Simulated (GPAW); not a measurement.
# C (Fd-3m) in GPAW: further runs

One crystal, C, is run at these levels: PBE, LDA; tasks: dielectric tensor, RPA correlation energy.

Program: GPAW 26.7.0. These are calculated values, not measurements. Logs are shortened: lines on timing, memory, paths and dates and some standing lists are left out, and cuts for length are marked. The log counts tension as positive stress, the text compression.

## 1. The structure

It takes space group Fd-3m (No. 227, cubic). The conventional cell has a = 3.567 Å, b = 3.567 Å, c = 3.567 Å, α = 90.00°, β = 90.00°, γ = 90.00°. C (site symmetry -43m) is surrounded by 4 C at 1.54 Å.

This isn't the form of C at room conditions, which is graphite.

## 2. Dielectric tensor, PBE

The input, run.py:

```python
import numpy as np
from ase import Atoms
from ase.dft.bandgap import bandgap
from ase.io import write
from gpaw import GPAW, PW
from gpaw.response.df import DielectricFunction

atoms = Atoms(['C', 'C'],
              cell=[[0.0, 1.78337, 1.78337],
                    [1.78337, 0.0, 1.78337],
                    [1.78337, 1.78337, 0.0]],
              scaled_positions=[[0.75, 0.75, 0.75],
                                [0.5, 0.5, 0.5]],
              pbc=True)

calc = GPAW(mode=PW(600),
            xc='PBE',
            kpts={'size': (10, 10, 10), 'gamma': True},
            occupations={'name': 'fermi-dirac', 'width': 0.001},
            nbands=11,
            convergence={'density': 1e-06},
            maxiter=150,
            txt='gpaw.txt')
atoms.calc = calc
energy = atoms.get_potential_energy()
calc.write('gs.gpw')
write('result.traj', atoms)
print(f'Energy: {energy:.6f} eV')
print('Fermi level:', round(calc.get_fermi_level(), 4), 'eV')
print(f'Gap: {bandgap(calc)[0]:.4f} eV, direct: {bandgap(calc, direct=True)[0]:.4f} eV')

for size in [(23, 23, 23), (32, 32, 32)]:
    name = 'x'.join(str(n) for n in size)
    dense = calc.fixed_density(kpts={'size': size, 'gamma': True},
                               nbands=30, convergence={'bands': 24, 'eigenstates': 1e-7},
                               update_fermi_level=True, txt=f'dense-{name}.txt')
    dense.write(f'{name}.gpw', mode='all')
    df = DielectricFunction(f'{name}.gpw', frequencies=np.array([0.0]), hilbert=False, eta=0.001,
                            ecut=80, nbands=24, intraband=False, txt=f'df-{name}.txt')
    for xc in ['RPA', 'ALDA_X', 'LR0.1']:
        for direction in ['x', 'y', 'z', [0, 1, 1], [1, 0, 1], [1, 1, 0]]:
            e0, e = df.get_macroscopic_dielectric_constant(xc=xc, direction=direction)
            print(f'{name} {xc} {direction}: {e0:.4f} without, {e:.4f} with local fields')
```

Potentials or basis: GPAW PAW data sets (gpaw-data 1.2.1), pw.

On the command line:

```sh
> OMP_NUM_THREADS=1 python run.py
```

gpaw.txt:

```text
__  _  _
 | _ |_)|_||  |
 |__||  | ||/\| - 26.7.0

Input parameters:
  mode=PW(ecut=600.0),
  convergence={'density': 1e-06},
  kpts=MonkhorstPack(size=(10, 10, 10), gamma=True),
  maxiter=150,
  nbands=11,
  occupations=Occupations(name='fermi-dirac', width=0.001),
  xc=XC(name='PBE')

Diagonalizing LCAO Hamiltonian
Converting LCAO to pw mode

          C
       C

Atoms  # Å, Bohr magnetons
|   | symbol |        x |        y |        z |    initial magnetic moments |
|---|--------|----------|----------|----------|-----------------------------|
| 0 |      C | 2.675055 | 2.675055 | 2.675055 | ( 0.0000,  0.0000,  0.0000) |
| 1 |      C | 1.783370 | 1.783370 | 1.783370 | ( 0.0000,  0.0000,  0.0000) |

Unit cell  # Å
| periodic |        x |        y |        z |  lengths |    angles |
|----------|----------|----------|----------|----------|-----------|
|      yes | 0.000000 | 1.783370 | 1.783370 | 2.522066 | 60.000000 |
|      yes | 1.783370 | 0.000000 | 1.783370 | 2.522066 | 60.000000 |
|      yes | 1.783370 | 1.783370 | 0.000000 | 2.522066 | 60.000000 |

Number of symmetries: 24
Symmetry operations  # r_c * U_cc + t_c -> r_c
|    | kind |            matrix            |
|----|------|------------------------------|
|  0 |  E   |  1, 0, 0,  0, 1, 0,  0, 0, 1 |
|  1 |  σ   |  1, 0, 0,  0, 0, 1,  0, 1, 0 |
|  2 |  σ   |  1, 0,-1,  0, 1,-1,  0, 0,-1 |
|  3 |  C3  |  1, 0,-1,  0, 0,-1,  0, 1,-1 |
|  4 |  C3  |  1,-1, 0,  0,-1, 1,  0,-1, 0 |
|  5 |  σ   |  1,-1, 0,  0,-1, 0,  0,-1, 1 |
|  6 |  σ   |  0, 1, 0,  1, 0, 0,  0, 0, 1 |
|  7 |  C3  |  0, 1, 0,  0, 0, 1,  1, 0, 0 |
|  8 |  C2  |  0, 1,-1,  1, 0,-1,  0, 0,-1 |
|  9 |  S4  |  0, 1,-1,  0, 0,-1,  1, 0,-1 |
| 10 |  C3  |  0, 0, 1,  1, 0, 0,  0, 1, 0 |
| 11 |  σ   |  0, 0, 1,  0, 1, 0,  1, 0, 0 |
| 12 |  S4  |  0, 0,-1,  1, 0,-1,  0, 1,-1 |
| 13 |  C3  |  0, 0,-1,  0, 1,-1,  1, 0,-1 |
| 14 |  S4  |  0,-1, 1,  1,-1, 0,  0,-1, 0 |
| 15 |  C2  |  0,-1, 1,  0,-1, 0,  1,-1, 0 |
| 16 |  C3  |  0,-1, 0,  1,-1, 0,  0,-1, 1 |
| 17 |  S4  |  0,-1, 0,  0,-1, 1,  1,-1, 0 |
| 18 |  S4  | -1, 1, 0, -1, 0, 1, -1, 0, 0 |
| 19 |  C3  | -1, 1, 0, -1, 0, 0, -1, 0, 1 |
| 20 |  C3  | -1, 0, 1, -1, 1, 0, -1, 0, 0 |
| 21 |  S4  | -1, 0, 1, -1, 0, 0, -1, 1, 0 |
| 22 |  σ   | -1, 0, 0, -1, 1, 0, -1, 0, 1 |
| 23 |  C2  | -1, 0, 0, -1, 0, 1, -1, 1, 0 |

BZ-sampling:
  Number of BZ points: 1000
  Number of IBZ points: 47

  Monkhorst-Pack size: [10, 10, 10]
  Monkhorst-Pack shift: [0.05, 0.05, 0.05]

K-points  # in reciprocal-cell coordinates
|     |                                coordinates |     weight |
|-----|--------------------------------------------|------------|
|   0 | (  0.00000000,   0.00000000,   0.00000000) | 0.00100000 |
|   1 | (  0.10000000,   0.10000000,   0.00000000) | 0.00600000 |
|   2 | (  0.10000000,   0.10000000,   0.10000000) | 0.00800000 |
|   3 | (  0.20000000,   0.10000000,   0.10000000) | 0.01200000 |
|   4 | (  0.20000000,   0.20000000,   0.00000000) | 0.00600000 |
|   5 | (  0.20000000,   0.20000000,   0.10000000) | 0.02400000 |
|   6 | (  0.20000000,   0.20000000,   0.20000000) | 0.00800000 |
|   7 | (  0.30000000,   0.20000000,   0.10000000) | 0.02400000 |
|   8 | (  0.30000000,   0.20000000,   0.20000000) | 0.02400000 |
|   9 | (  0.30000000,   0.30000000,   0.00000000) | 0.00600000 |
| ... |                                            |            |
|  46 | (  0.50000000,   0.50000000,   0.50000000) | 0.00400000 |

Plane wave coefficients: 388
Cutoff: 600.0 eV

Spin-components: 1 (collinear spins)
Bands:           11
Projectors:      10
Spin-degeneracy: 2
Datatype:        complex128

Parallelization:
  kpt:    1
  domain: 1
  band:   1

Density:
  Valence electrons: 8.0
  Components: 1
  Grid points: [15 15 15]
  Charge: 0.0  # |e|

Potential:
  Grid points: [15 15 15]

species:
  C:
    name:    Carbon
    Z:       6.0
    valence: 4
    core:    2
    charge:  0.0  # [|e|]
    compensation charges:
      type: gauss
      rc: 0.20  # [Å]
      lmax: 2
    cutoffs:
      filter: 1.14  # [Å]
      core: 1.14  # [Å]
    projectors
    | kind |    occ | energy [eV] | rcut [Å] |
    |------|--------|-------------|----------|
    |   2s |  2.000 |     -13.751 |    0.635 |
    |   2p |  2.000 |      -5.284 |    0.635 |
    |    s |        |      13.461 |    0.635 |
    |    p |        |      21.927 |    0.635 |
    |    d |        |       0.000 |    0.635 |

    Using partial waves for C as LCAO basis

Reference energy: -2055.256231  # eV

eigensolver:
  PPCG
  Converge bands: occupied
  niter=2

density mixing:
  MSR1-Mixer
  Pratt-step length: 0.05
  Maximum mixing coefficient: 0.75
  Old densities: 10
  SVD Regularization: 0.005
  Good broyden scale: 1.0
  Trust region scale: 1.0
  Backstep threshold: 4.0
  History deletion threshold: 6.0
  Fourier metric: weight=20.0, sigma=0.015

occupation numbers:
  Fermi-Dirac:
    width: 0.0010  # eV

poisson solver:
  ecut: 4800.0  # eV

xc functional:
  name: PBE with 2 nearest neighbor stencil

convergence criteria:
- Maximum integral of absolute [dens]ity change: 1e-06 electrons / valence electron
- Maximum [total energy] change in last 3 cyles: 0.0005 eV / valence electron
- Maximum integral of absolute [eigenst]ate change: 4e-08 eV^2 / valence electron
maximum number of iterations: 150

SCF iterations
|iter     | |      energy | eigst |  dens |
|---------|-|-------------|-------|-------|
|iter:   1| |  -18.674413 | +0.07 |       |
|iter:   2| |  -18.605868 | -2.75 | -0.80 |
|iter:   3| |  -18.183724 | -1.62 | -0.83 |
|iter:   4| |  -18.179446 | -2.71 | -1.48 |
|iter:   5| |  -18.180017 | -4.75 | -2.22 |
|iter:   6| |  -18.180019c| -6.58 | -3.31 |
|iter:   7| |  -18.180020c| -8.11c| -4.02 |
|iter:   8| |  -18.180020c| -8.21c| -4.92 |
|iter:   9| |  -18.180020c| -9.22c| -5.50 |
|iter:  10| |  -18.180020c| -9.75c| -5.89 |
|iter:  11| |  -18.180020c|-11.43c| -7.24c|

Converged in 11 steps
Energy contributions relative to reference atoms: (reference = -2055.256231)

Energy contributions:
  Kinetic:          16.642346
  Coulomb:         -15.700337
  Zero:              0.035324
  External:          0.000000
  Xc:              -19.157354
  Entropy:          -0.000000
  Spinorbit:         0.000000
  ----------------------------
  Free energy:     -18.180020
  Extrapolated:    -18.180020

dipole moment: (2.138287, 2.138287, 2.138287)  # |e|*Ang

Fermi level: 13.868
Eigenvalues  # (at kpt = [0.000, 0.000, 0.000])
| band index |      eig [eV] | occ [0-2] |
|------------|---------------|-----------|
|          0 |        -9.413 |     2.000 |
|          1 |        12.065 |     2.000 |
|          2 |        12.065 |     2.000 |
|          3 |        12.065 |     2.000 |
|          4 |        17.664 |     0.000 |
|          5 |        17.664 |     0.000 |
|          6 |        17.664 |     0.000 |
|          7 |        25.408 |     0.000 |
|          8 |        31.376 |     0.000 |
|          9 |        38.580 |     0.000 |
|         10 |        38.744 |     0.000 |

Gap: 4.172 eV
Transition (v -> c):
  (s=0, k=0, n=3, [0.00, 0.00, 0.00]) -> (s=0, k=24, n=4, [0.40, 0.40, 0.00])
Direct/indirect transitions are different
Direct gap: 5.599 eV
Transition at: (s=0, k=0, n=3, [0.00, 0.00, 0.00])
# Writing to gs.gpw (mode='')
```

Wall time 4.8 min (1 thread of Arm Neoverse V1, shared host); peak memory 0.56 GiB.

What came out:

```
Free energy                             : -18.1800 eV
Band gap on the k mesh                  : 4.17 eV, indirect (least direct gap 5.60 eV)
Electronic dielectric tensor (diagonal) : 5.79
```

Electronic dielectric tensor:
```
5.79 0.00 0.00
0.00 5.79 0.00
0.00 0.00 5.79
```

Caveat: the long-wavelength limit can be off by a per cent or two.

## 3. RPA correlation energy, LDA

The input, run.py:

```python
import numpy as np
from ase import Atoms
from ase.units import Bohr, Ha
from gpaw import GPAW, PW
from gpaw.hybrids.energy import non_self_consistent_energy
from gpaw.xc.rpa import RPACorrelation

atoms = Atoms(['C', 'C'],
              cell=[[0.0, 1.78337, 1.78337],
                    [1.78337, 0.0, 1.78337],
                    [1.78337, 1.78337, 0.0]],
              scaled_positions=[[0.75, 0.75, 0.75],
                                [0.5, 0.5, 0.5]],
              pbc=True)

for x in [0.94, 0.97, 1.0, 1.03, 1.06]:
    ecuts = np.array([192.0, 240.0, 300]) * x**(-2 / 3)  # the same plane waves at each volume
    a = atoms.copy()
    a.set_cell(atoms.cell * x**(1 / 3), scale_atoms=True)
    calc = GPAW(mode=PW(600),
                xc='LDA',
                kpts={'size': (7, 7, 7), 'gamma': True},
                occupations={'name': 'fermi-dirac', 'width': 0.001},
                nbands=11,
                convergence={'density': 1e-06},
                maxiter=150,
                txt=f'gs-{x:.2f}.txt')
    a.calc = calc
    dft = a.get_potential_energy(force_consistent=True)
    calc.write(f'gs-{x:.2f}.gpw')
    exx = non_self_consistent_energy(calc, 'EXX').sum()
    calc.diagonalize_full_hamiltonian(nbands=int(a.get_volume() / Bohr**3 * (ecuts[-1] / Ha)**1.5 * 2**0.5 / 3 / np.pi**2 * 1.15) + 30)
    calc.write(f'full-{x:.2f}.gpw', mode='all')
    ec = RPACorrelation(f'full-{x:.2f}.gpw', ecut=ecuts, nfrequencies=12, skip_gamma=False, txt=f'rpa-{x:.2f}.txt').calculate()
    slope, ec_inf = np.polyfit(ecuts**-1.5, ec, 1)
    print(f'V = {a.get_volume():.4f} A^3: DFT {dft:.5f}, EXX {exx:.5f}, correlation', *ec.round(5), f'extrapolated {ec_inf:.5f}, total {exx + ec_inf:.5f} eV', flush=True)
```

Potentials or basis: the program's PAW data sets (release 1.2.1) made for this functional, pw.

On the command line:

```sh
> OMP_NUM_THREADS=1 python run.py
```

What it wrote:

```text
Non-self-consistent RPA correlation energy

Atoms                          : C2
Ground state XC functional     : LDA
Valence electrons              : 8
Number of bands                : 183
Number of spins                : 1
Number of k-points             : 343
Number of irreducible k-points : 20
Number of irreducible q-points : 20

    q: [0.0000 0.0000 0.0000] - weight: 0.003
    q: [0.1429 0.1429 0.0000] - weight: 0.017
    q: [0.1429 0.1429 0.1429] - weight: 0.023
    q: [0.2857 0.1429 0.1429] - weight: 0.035
    q: [0.2857 0.2857 0.0000] - weight: 0.017
    q: [0.2857 0.2857 0.1429] - weight: 0.070
[... 12 lines left out ...]
    q: [0.4286 0.4286 0.2857] - weight: 0.070
    q: [0.4286 0.4286 0.4286] - weight: 0.023

Analytical coupling constant integration

Frequencies
    Gauss-Legendre integration with 12 frequency points
    Transformed from [0,oo] to [0,1] using e^[-aw^(1/B)]
    Highest frequency point at 800.0 eV and B=2.0

    G-vector decomposition        : 1

Response function bands : Equal to number of plane waves
Plane wave cutoffs (eV) : 200.086 250.107 312.634
No Coulomb truncation

# 0
q = [0.000 0.000 0.000]
E_cut = 200 eV / Bands = 65:
E_c(q) = -15.313 eV
E_cut = 250 eV / Bands = 113:
E_c(q) = -16.065 eV
E_cut = 312 eV / Bands = 137:
E_c(q) = -16.231 eV

# 1
q = [0.143 0.143 0.000]
E_cut = 200 eV / Bands = 64:
E_c(q) = -14.278 eV
E_cut = 250 eV / Bands = 97:
E_c(q) = -14.890 eV
E_cut = 312 eV / Bands = 141:
E_c(q) = -15.251 eV

# 2
q = [0.143 0.143 0.143]
E_cut = 200 eV / Bands = 62:
E_c(q) = -14.284 eV
E_cut = 250 eV / Bands = 95:
E_c(q) = -14.921 eV
E_cut = 312 eV / Bands = 138:
E_c(q) = -15.291 eV

# 3
q = [0.286 0.143 0.143]
E_cut = 200 eV / Bands = 65:
E_c(q) = -13.579 eV
E_cut = 250 eV / Bands = 91:
E_c(q) = -14.088 eV
E_cut = 312 eV / Bands = 141:
E_c(q) = -14.527 eV

# 4
q = [0.286 0.286 0.000]
E_cut = 200 eV / Bands = 72:
E_c(q) = -13.078 eV
E_cut = 250 eV / Bands = 88:
E_c(q) = -13.377 eV
E_cut = 312 eV / Bands = 133:
E_c(q) = -13.815 eV
[... 100 lines left out ...]
# 16
q = [0.429 0.429 0.000]
E_cut = 200 eV / Bands = 68:
E_c(q) = -12.192 eV
E_cut = 250 eV / Bands = 92:
E_c(q) = -12.647 eV
E_cut = 312 eV / Bands = 129:
E_c(q) = -13.002 eV

# 17
q = [0.429 0.429 0.143]
E_cut = 200 eV / Bands = 70:
E_c(q) = -12.465 eV
E_cut = 250 eV / Bands = 96:
E_c(q) = -12.924 eV
E_cut = 312 eV / Bands = 133:
E_c(q) = -13.252 eV

# 18
q = [0.429 0.429 0.286]
E_cut = 200 eV / Bands = 70:
E_c(q) = -12.498 eV
E_cut = 250 eV / Bands = 91:
E_c(q) = -12.884 eV
E_cut = 312 eV / Bands = 136:
E_c(q) = -13.294 eV

# 19
q = [0.429 0.429 0.429]
E_cut = 200 eV / Bands = 73:
E_c(q) = -12.403 eV
E_cut = 250 eV / Bands = 93:
E_c(q) = -12.741 eV
E_cut = 312 eV / Bands = 135:
E_c(q) = -13.118 eV

==========================================================

Total correlation energy:
   200:   -12.5712 eV
   250:   -13.0552 eV
   313:   -13.3937 eV

Extrapolated energies:
   200 - 250:  -14.273 eV
   250 - 313:  -14.245 eV
```

stdout:

```text
IBZ(<points: 20, symmetries: 24>)
Occupied bands: 4
DFT energy: -20.25207057235809 eV
minus DFT-XC energy: 22.908270062630063 eV
Core-core contribution:           -188.416
Valence-core contribution:          -8.512
Valence-valence contribution:      -87.467
V = 10.6631 A^3: DFT -20.25207, EXX -24.33903, correlation -12.57117 -13.05517 -13.39366 extrapolated -14.25889, total -38.59792 eV
IBZ(<points: 20, symmetries: 24>)
Occupied bands: 4
DFT energy: -20.270474894748745 eV
minus DFT-XC energy: 22.104263934906708 eV
Core-core contribution:           -188.416
Valence-core contribution:          -8.434
Valence-valence contribution:      -86.752
V = 11.0034 A^3: DFT -20.27047, EXX -24.36875, correlation -12.57612 -13.06433 -13.40633 extrapolated -14.27952, total -38.64827 eV
IBZ(<points: 20, symmetries: 24>)
[... 8 lines left out ...]
Occupied bands: 4
DFT energy: -20.21862310108546 eV
minus DFT-XC energy: 20.61189876521553 eV
Core-core contribution:           -188.416
Valence-core contribution:          -8.299
Valence-valence contribution:      -85.407
V = 11.6840 A^3: DFT -20.21862, EXX -24.32871, correlation -12.592 -13.08841 -13.43741 extrapolated -14.32620, total -38.65491 eV
IBZ(<points: 20, symmetries: 24>)
Occupied bands: 4
DFT energy: -20.155540836027377 eV
minus DFT-XC energy: 19.91777576000316 eV
Core-core contribution:           -188.416
Valence-core contribution:          -8.239
Valence-valence contribution:      -84.773
V = 12.0243 A^3: DFT -20.15554, EXX -24.26692, correlation -12.60242 -13.10302 -13.45553 extrapolated -14.35225, total -38.61916 eV
```

gs-0.94.txt:

```text
__  _  _
 | _ |_)|_||  |
 |__||  | ||/\| - 26.7.0

Input parameters:
  mode=PW(ecut=600.0),
  convergence={'density': 1e-06},
  kpts=MonkhorstPack(size=(7, 7, 7), gamma=True),
  maxiter=150,
  nbands=11,
  occupations=Occupations(name='fermi-dirac', width=0.001),
  xc=XC(name='LDA')
[... 193 lines left out ...]
|          4 |        18.588 |     0.000 |
|          5 |        18.588 |     0.000 |
|          6 |        18.588 |     0.000 |
|          7 |        27.860 |     0.000 |
|          8 |        32.721 |     0.000 |
|          9 |        40.200 |     0.000 |
|         10 |        40.409 |     0.000 |

Gap: 4.367 eV
Transition (v -> c):
  (s=0, k=0, n=3, [0.00, 0.00, 0.00]) -> (s=0, k=16, n=4, [0.43, 0.43, 0.00])
Direct/indirect transitions are different
Direct gap: 5.722 eV
Transition at: (s=0, k=0, n=3, [0.00, 0.00, 0.00])
# Writing to gs-0.94.gpw (mode='')

Matrix size: 363x363
# Writing to full-0.94.gpw (mode='all')
```

It took 23 min on 1 thread of Arm Neoverse V1, shared host; peak memory 0.38 GiB.

Results:

```yaml
Equilibrium_volume: 5.69 Å³/atom
Bulk_modulus: 442 GPa
Pressure_derivative_of_the_bulk_modulus: "3.6 (rough: it moves with the points fitted)"
```

Energy against volume, from the lowest point:
| volume (Å³/atom) | energy (meV/atom) |
| --- | --- |
| 5.332 | 33.94 |
| 5.502 | 8.77 |
| 5.672 | 0.00 |
| 5.842 | 5.44 |
| 6.012 | 23.32 |

Caveat: the k mesh is coarse (spacing up to 0.44 Å⁻¹), so the values aren't converged; the long-wavelength limit can be off by a per cent or two.
